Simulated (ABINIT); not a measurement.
HfB2:

```xyz
3
Lattice="3.1400 0.0000 0.0000 -1.5700 2.7193 0.0000 0.0000 0.0000 3.4800" Properties=species:S:1:pos:R:3 pbc="T T T"
Hf    0.0000    0.0000    0.0000
B     1.5700    0.9064    1.7400
B     0.0000    1.8129    1.7400
```

Base run:

```yaml
Program: ABINIT 10.8.3 (patched build)
Functional: PBEsol
Potentials_or_basis: PseudoDojo NC SR PBEsol v0.4.1 standard
Cutoff: 925 eV
k_mesh: 12 × 12 × 8, shifted
Occupations: fermi-dirac, width 0.05 eV
Spin: no spin polarisation
```

Its results: pressure -3.8 GPa.

Q: The run is repeated on the same cell with these changes: functional from PBEsol to WC; k mesh from 12 × 12 × 8, shifted to 8 × 8 × 6. What comes out?

A: Pressure -3.1 GPa.

Several settings changed at once, so the effect can't be laid on one alone.

Caveats: the potentials were made for another functional, which shifts forces and pressure (some runs).
